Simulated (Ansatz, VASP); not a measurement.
## NaCl: VASP beside Ansatz

Contents of POSCAR:

```
NaCl
1.0
    0.0000000000      2.8026988303      2.8026988303
    2.8026988303      0.0000000000      2.8026988303
    2.8026988303      2.8026988303      0.0000000000
Na Cl
1 1
Direct
    0.0000000000      0.0000000000      0.0000000000
    0.5000000000      0.5000000000      0.5000000000
```

Contents of INCAR.step1:

```
PREC = Accurate ; ENCUT = 520
ISMEAR = 0 ; SIGMA = 0.01
LREAL = F ; LASPH = T
NELM = 60 ; NBANDS = 14
GGA = PE ; ALGO = Normal
EDIFF = 1E-4 ; LWAVE = T
LCHARG = F
```

Contents of INCAR.step2:

```
PREC = Accurate ; ENCUT = 520
EDIFF = 1E-6 ; ISMEAR = 0
SIGMA = 0.01 ; LREAL = F
LASPH = T ; NELM = 60
ALGO = Normal ; ISIF = 2
LWAVE = F ; LCHARG = F
METAGGA = R2SCAN ; LMIXTAU = T
NBANDS = 14 ; ISTART = 1
```

File KPOINTS:

```
Automatic mesh
0
Gamma
  8 8 8
```

Input for Ansatz:

```yaml
crystal:
  lattice:
    - [0.0, 2.8026988303, 2.8026988303]
    - [2.8026988303, 0.0, 2.8026988303]
    - [2.8026988303, 2.8026988303, 0.0]
  atoms:
    - { symbol: Na, position: [0.0, 0.0, 0.0] }
    - { symbol: Cl, position: [0.5, 0.5, 0.5] }
kpoints:
  mp_grid: { grid: [8, 8, 8] }
  band_path:
    path:
      - [0.0, 0.0, 0.0]
      - [0.5, 0.0, 0.5]
      - [0.625, 0.25, 0.625]
      - [0.375, 0.375, 0.75]
      - [0.5, 0.5, 0.5]
      - [0.5, 0.25, 0.75]
    npoints: 1
hamiltonian:
  xc: r2scan
scf:
  occupations: { method: fixed }
  n_extra_bands: 4
output:
  forces: true
  stress: true
  eigenvalues: true
  write_density: true
  write_potential: true
  elf: true
  volumetric_format: npy
```

The cell was built by a generator and needn't be a form met in nature.

Alike in both runs: task single point; functional r2SCAN; k mesh 8 × 8 × 8; no spin polarisation.

|  | VASP | Ansatz |
| --- | --- | --- |
| version | VASP 6.6.1 | Ansatz 0.2.0 |
| potentials or method | VASP PAW PBE potentials, release 64 (Na_pv, Cl) | plane waves, PAW |
| plane-wave cutoff (eV) | 520 | 500 |
| occupations | gaussian, width 0.01 eV | fixed |
| valence electrons in the cell | 14 | 16 |

Ansatz gave:

```
gap on the k mesh at the Fermi level (eV) : 5.98
pressure (GPa)                            : 0.0
```

Estimate VASP's values.

gap on the k mesh at the Fermi level (eV): 6.00; pressure (GPa): -0.1.

The two sets of potentials don't hold the same shells in valence.

Caveats: the PAW data sets were made with another functional, which shifts forces and pressure a little (VASP). A k mesh can miss the band edges. r2SCAN opens gaps a little over a GGA but as a rule still falls short of measured ones.
